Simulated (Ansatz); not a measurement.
The cell is Si (diamond); cell and atoms were relaxed with r2SCAN. The symmetry is Fd-3m (No. 227, cubic); conventional cell a = 5.444 Å, 20.17 Å³ an atom. Around Si lie 4 Si at 2.36 Å.

```
Si
1.0
     0.00000    2.72212    2.72212
     2.72212    0.00000    2.72212
     2.72212    2.72212    0.00000
Si
2
Direct
  0.00000 0.00000 0.00000
  0.25000 0.25000 0.25000
```

4 runs of Ansatz 0.2.0 on this cell differ in the functional (and in the settings that go with it). Levels are in eV from each run's valence top; v1 is the last filled band, c1 the first empty one.

Run A, mean stress +1.3 GPa (compression positive):
```tsv
point	v2	v1	c1	c2
Γ	0.00	0.00	2.56	2.56
X	-2.83	-2.83	0.72	0.72
U	-4.27	-2.41	1.21	4.12
L	-1.19	-1.19	1.51	3.34
```

Run B, mean stress -0.4 GPa (compression positive):
```tsv
point	v2	v1	c1	c2
Γ	0.00	0.00	3.97	3.97
X	-3.16	-3.16	1.95	1.95
U	-4.75	-2.69	2.48	5.63
L	-1.33	-1.33	2.86	4.81
```

Run C, mean stress -0.2 GPa (compression positive):
```tsv
point	v2	v1	c1	c2
Γ	0.00	0.00	3.31	3.31
X	-3.12	-3.12	1.29	1.29
U	-4.66	-2.64	1.82	4.92
L	-1.30	-1.30	2.21	4.13
```

Run D, mean stress 0.0 GPa (compression positive):
```tsv
point	v2	v1	c1	c2
Γ	0.00	0.00	2.74	2.74
X	-3.00	-3.00	0.92	0.92
U	-4.46	-2.55	1.43	4.45
L	-1.27	-1.27	1.84	3.57
```

**Question.** Match the runs to PBE, r2SCAN, HSE06, PBE0.

**Answer.** A is PBE, B is PBE0, C is HSE06, D is r2SCAN. In order of the gap: PBE 0.59, r2SCAN 0.77, HSE06 1.14, PBE0 1.80 eV.

No spin polarisation and no zero-point or thermal motion.

The stress of a hybrid is loosely converged in these runs.

The meshes of the hybrids are coarse, so their gaps aren't converged to the digits shown.
